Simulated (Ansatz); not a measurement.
Level of theory: DFT PBE, scalar-relativistic, plane waves, PAW in Ansatz 0.2.0. Several structures of Si6Ru were relaxed, and the powder pattern of one of them was computed from 10° to 70° in 2θ (λ = 1.5406 Å; lines under 1 % are left out).

Cu Kα1 powder pattern (kinematic, no thermal factors).
```
2θ (°)  relative intensity
 15.53                  19
 21.70                  49
 26.79                 100
 31.35                   2
 38.05                  33
 38.45                  47
 41.33                  42
 44.23                  24
 47.15                  15
 47.82                  13
 50.10                  68
 53.09                  10
 55.21                   4
 59.73                  11
 62.13                  16
 62.69                   8
 65.43                   4
 67.17                  10
 68.76                  17
 69.02                  13
 69.82                   4
```

**Question.** Which structure gives it?
A. Space group P-3m1 (No. 164), trigonal, a = 3.944 Å, c = 10.088 Å. Around Si on its first site lie 3 Ru at 2.39 Å, 1 Si at 2.40 Å and 3 Si at 2.68 Å; around Si on its second site lie 4 Si at 2.40 Å; around Ru lie 6 Si at 2.39 Å; 1 more site not described.
B. Space group Fmm2 (No. 42), orthorhombic, a = 7.254 Å, b = 10.460 Å, c = 5.491 Å. Si on a site of symmetry 1 is surrounded by 2 Si at 2.43–2.47 Å, 1 Ru at 2.50 Å, 6 Si at 2.64–2.91 Å and 1 Ru at 2.86 Å; Si on a site of symmetry m is surrounded by 4 Si at 2.43–2.47 Å, 1 Ru at 2.47 Å and 2 Si at 2.66 Å; Ru is surrounded by 6 Si at 2.47–2.50 Å and 4 Si at 2.86 Å.
C. Space group P-62m (No. 189), hexagonal, a = 4.726 Å, c = 5.701 Å. Si is surrounded by 1 Ru at 2.39 Å, 1 Si at 2.42 Å and 4 Si at 2.60 Å; Ru is surrounded by 6 Si at 2.39 Å.
D. Space group P4/mmm (No. 123), tetragonal, a = 3.801 Å, c = 7.772 Å. Si on a site of symmetry mmm has 2 Si at 2.40 Å and 4 Si at 2.69 Å; around Si on a site of symmetry 2mm lie 1 Si at 2.40 Å, 2 Ru at 2.42 Å, 4 Si at 2.69 Å and 1 Si at 2.98 Å; Ru is surrounded by 8 Si at 2.42 Å.

**Answer.** C. Its strongest line, at 2θ = 26.79°, has d = λ/(2 sin θ) = 3.325 Å and is the (1 0 1) reflection of the conventional P-62m cell with a = 4.726 Å, c = 5.701 Å. The others have their strongest lines at 46.0° (A); 32.8° (B); 11.4° (D).

The cells needn't be stable.
